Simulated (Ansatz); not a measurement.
# Beryllium (A15) across density functionals

All rows: Ansatz, plane waves with scalar-relativistic PAW, 420 eV (500 eV for the SCAN forms), relaxed under each functional, no dispersion correction, no zero-point motion. B₀ comes from uniform scaling at fixed shape; a dash is a value not given.

| functional | V (Å³/atom) | cell | magnetic state | ΔE to hcp (meV/atom) |
| --- | --- | --- | --- | --- |
| r²SCAN | 8.08 | a = 4.013 Å | spin not included | 112 |
| PBEsol | 8.00 | a = 4.000 Å | spin not included | 108 |
| LDA | 7.69 | a = 3.948 Å | spin not included | 109 |
| revPBE | 8.26 | a = 4.043 Å | spin not included | 106 |
| RPBE | 8.29 | a = 4.048 Å | spin not included | 106 |
| BLYP | 8.11 | a = 4.019 Å | spin not included | 103 |

(1) What does PBE give?

Results:

(1) V (Å³/atom): 8.08; cell: a = 4.013 Å; magnetic state: spin not included; ΔE to hcp (meV/atom): 107.
